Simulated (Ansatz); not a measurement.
The system is BaTiO3.

```
Ba Ti O
1.0
    -3.99980    0.00000    0.00000
     0.00000    0.00000   -4.01800
     0.00000   -7.99960    0.00000
Ba Ti O
2 2 6
Direct
  0.00144 0.02304 0.50759
  0.99856 0.97696 0.99241
  0.48033 0.56319 0.23580
  0.51967 0.47281 0.76420
  0.49380 0.96597 0.25815
  0.50620 0.00203 0.74185
  0.50761 0.49933 0.50744
  0.49239 0.47067 0.99256
  0.01522 0.48841 0.27113
  0.98478 0.48159 0.72887
```

Base run:

| Quantity | Value |
| --- | --- |
| Program | Ansatz 0.2.0 |
| Functional | PBE |
| Potentials or basis | Ansatz PAW |
| Cutoff | 350 eV |
| Density cutoff | 1400 eV |
| k mesh | 7 × 7 × 4 |
| Occupations | fermi-dirac, width 0.05 eV |
| Spin | no spin polarisation |

Its results: band gap on the k mesh 1.39 eV, indirect (least direct gap 1.54 eV); pressure 10.1 GPa; largest force 6.743 eV/Å.

Question: The run is repeated on the same cell with these changes: functional from PBE to PBEsol; cutoff from 350 eV to 420 eV (not typed: the program's choice for these potentials); hubbard terms from none to Ti d U = 1 eV; hubbard projectors from none to ortho-atomic (the default). What comes out?

Answer: Band gap on the k mesh 1.45 eV, indirect (least direct gap 1.61 eV); pressure 4.1 GPa; largest force 6.685 eV/Å.

Several settings changed at once, so the effect can't be laid on one alone.

Caveats: spin-orbit coupling is left out, which moves the levels of the heavy elements; forces of over 1 eV/Å show positions far from the minimum, so gaps and moduli don't describe the material at rest; odd divisions of the mesh miss points on the zone boundary, where band edges often lie, so the gap on the mesh can be too wide (some runs); the pressure holds a Pulay correction of +6.1 GPa for the finite cutoff (some runs); the cutoff lies under the one recommended for these potentials (some runs); the k mesh misses the band edges, so the gap on the mesh is wider than the one along the path (some runs); the PAW data sets come from PBE, with cores solved anew for the run's functional, which leaves a small shift of forces and pressure (some runs).
